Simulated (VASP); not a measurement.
A run of VASP 6.6.1 is set up as follows.

Contents of INCAR:

```
SYSTEM = C
PREC = Accurate ; ENCUT = 500
EDIFF = 1E-6 ; ISMEAR = -1
SIGMA = 0.05 ; LREAL = .FALSE.
LASPH = .TRUE. ; NELM = 100
ALGO = Fast ; ISIF = 2
LWAVE = .FALSE. ; LCHARG = .FALSE.
GGA = PE
```

File KPOINTS:

```
regular mesh
0
G
  12 12 4
  0 0 0
```

POSCAR

```
C
1.0
    2.5221000000      0.0000000000      0.0000000000
   -1.2610500000      2.1842026709      0.0000000000
    0.0000000000      0.0000000000      8.2371000000
C
8
Direct
    0.6666666667      0.3333333333      0.8437500000
    0.3333333333      0.6666666667      0.3437500000
    0.6666666667      0.3333333333      0.6562500000
    0.3333333333      0.6666666667      0.1562500000
    0.0000000000      0.0000000000      0.9062500000
    0.0000000000      0.0000000000      0.4062500000
    0.0000000000      0.0000000000      0.5937500000
    0.0000000000      0.0000000000      0.0937500000
```

The input KPOINTS_OPT:

```
path GMKGALHA,LM,KH
15
line-mode
reciprocal
 0.0000000000  0.0000000000  0.0000000000  G
 0.5000000000  0.0000000000  0.0000000000  M

 0.5000000000  0.0000000000  0.0000000000  M
 0.3333333333  0.3333333333  0.0000000000  K

 0.3333333333  0.3333333333  0.0000000000  K
 0.0000000000  0.0000000000  0.0000000000  G

 0.0000000000  0.0000000000  0.0000000000  G
 0.0000000000  0.0000000000  0.5000000000  A

 0.0000000000  0.0000000000  0.5000000000  A
 0.5000000000  0.0000000000  0.5000000000  L

 0.5000000000  0.0000000000  0.5000000000  L
 0.3333333333  0.3333333333  0.5000000000  H

 0.3333333333  0.3333333333  0.5000000000  H
 0.0000000000  0.0000000000  0.5000000000  A

 0.5000000000  0.0000000000  0.5000000000  L
 0.5000000000  0.0000000000  0.0000000000  M

 0.3333333333  0.3333333333  0.0000000000  K
 0.3333333333  0.3333333333  0.5000000000  H
```

Potentials or basis: VASP PAW PBE potentials, release 64 (C).

The run is started by

```bash
$ cat potpaw_PBE.64/C/POTCAR > POTCAR
$ mpirun -np 1 vasp_std > vasp.out
```

**Question.** What does it give for the pressure?

**Answer.** 3.0 GPa.

**Question.** Predict the largest force.

**Answer.** 0.329 eV/Å.

**Question.** Estimate the band gap on the k mesh.

**Answer.** 4.41 eV, indirect (least direct gap 5.18 eV).

Stress tensor (GPa, compression positive):
```
-1.09  0.00  0.00
 0.00 -1.09  0.00
 0.00  0.00 11.21
```

PBE gaps usually lie below the measured ones, often by a third to a half.
